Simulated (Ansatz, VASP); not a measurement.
## Two plane-wave programs on ZnS

The input INCAR:

```
SYSTEM = ZnS
  ALGO = Normal
  EDIFF = 1E-7
  ENCUT = 520
  GGA = PS
  ISIF = 2
  ISMEAR = 0
  LASPH = .True.
  LCHARG = .False.
  LREAL = .False.
  LWAVE = .False.
  NBANDS = 26
  NELM = 80
  PREC = Accurate
  SIGMA = 0.01
```

File KPOINTS:

```
k-points
0
Gamma
  9 9 6
  0 0 0
```

Contents of POSCAR:

```
ZnS
1.0
    3.8230000000      0.0000000000      0.0000000000
   -1.9115000000      3.3108151187      0.0000000000
    0.0000000000      0.0000000000      6.2610000000
Zn S
2 2
Direct
    0.3333333333      0.6666666667     -0.0562370315
    0.6666666667      0.3333333333      0.4437629685
    0.3333333333      0.6666666667      0.4312370315
    0.6666666667      0.3333333333      0.9312370315
```

Input for Ansatz:

```yaml
crystal:
  lattice:
    - [3.823, 0.0, 0.0]
    - [-1.9115, 3.3108151187, 0.0]
    - [0.0, 0.0, 6.261]
  atoms:
    - { symbol: Zn, position: [0.3333333333, 0.6666666667, -0.0562370315] }
    - { symbol: Zn, position: [0.6666666667, 0.3333333333, 0.4437629685] }
    - { symbol: S, position: [0.3333333333, 0.6666666667, 0.4312370315] }
    - { symbol: S, position: [0.6666666667, 0.3333333333, 0.9312370315] }
basis:
  ecutwfc: 420
  xc_grid: 2
kpoints:
  mp_grid: { grid: [9, 9, 6] }
hamiltonian:
  xc: pbesol
  pseudopotentials: { kind: paw, azcp: { folder: soft_1 } }
scf:
  occupations: { method: fixed }
output:
  forces: true
  stress: true
  eigenvalues: true
  polarization: {}
```

Change from the starting cell: polar distortion scaled by 0.10.

Alike in both runs: task single point; functional PBEsol; k mesh 9 × 9 × 6; no spin polarisation.

|  | VASP | Ansatz |
| --- | --- | --- |
| version | VASP 6.6.1 | Ansatz 0.2.0 |
| potentials or method | VASP PAW PBE potentials, release 64 (Zn, S) | scalar-relativistic, plane waves, PAW |
| plane-wave cutoff (eV) | 520 | 420 |
| occupations | gaussian, width 0.01 eV | fixed |
| valence electrons in the cell | 36 | 36 |

Ansatz gave:

| Quantity | Value |
| --- | --- |
| gap on the k mesh at the Fermi level (eV) | 2.37 |
| least direct gap on the mesh (eV) | 2.39 |
| pressure (GPa) | 2.9 |
| largest component of the traceless stress (GPa) | 4.40 |
| rms of the force components (eV/Å) | 0.114 |

**Question.** Which values does VASP return?

**Answer.** gap on the k mesh at the Fermi level (eV): 2.39; least direct gap on the mesh (eV): 2.40; pressure (GPa): 3.1; largest component of the traceless stress (GPa): 4.59; rms of the force components (eV/Å): 0.115.

Atom by atom the forces differ by 0.002 eV/Å (rms over components). Ansatz warned: «pseudo_functional_mismatch».

Caveats: the PAW data sets were made with another functional, which shifts forces and pressure a little (VASP); an odd mesh through Γ misses points on the zone boundary, where band edges often lie.
